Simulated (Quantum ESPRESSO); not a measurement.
# V in Quantum ESPRESSO: the effect of Hubbard term

V:

```
V
1.0
     2.60429    0.00000    0.00000
    -1.30215    2.25538    0.00000
     0.00000    0.00000    4.72334
V
2
Direct
  0.33333 0.66667 0.25000
  0.66667 0.33333 0.75000
```

This isn't the form of V at room conditions, which is bcc.

Alike in all runs:

* Program: Quantum ESPRESSO 7.5
* Task: single point
* Functional: PBEsol
* Potentials or basis: GBRV 1.5 PBEsol
* Cutoff: 612 eV
* Density cutoff: 4898 eV
* k mesh: 12 × 12 × 6
* Occupations: fermi-dirac, width 0.05 eV
* Spin: collinear spin, antiferromagnetic start
* Starting moments: [2.0, -2.0] μB
* Hubbard projectors: ortho-atomic
* Mixing beta: 0.3
* Most SCF iterations: 120
* SCF threshold: 4e-10 Ry

One run gave: pressure 44.6 GPa. Which Hubbard term did it use?
A. V d U = 3 eV
B. V d U = 6 eV
C. V d U = 5 eV
D. V d U = 4 eV
E. V d U = 2 eV

C.

| Hubbard term | pressure (GPa) |
| --- | --- |
| none | -7.4 |
| V d U = 1 eV | -6.5 |
| V d U = 2 eV | -0.1 |
| V d U = 3 eV | 28.7 |
| V d U = 4 eV | 40.1 |
| V d U = 5 eV | 44.6 |
| V d U = 6 eV | 47.7 |

Caveats: the U is typed as a test and isn't derived for this compound (some runs); a pressure of tens of GPa on the cell as given is suspect, and the run, the potentials or the cell itself is likely at fault (some runs).

Not every run made on this cell is shown here.
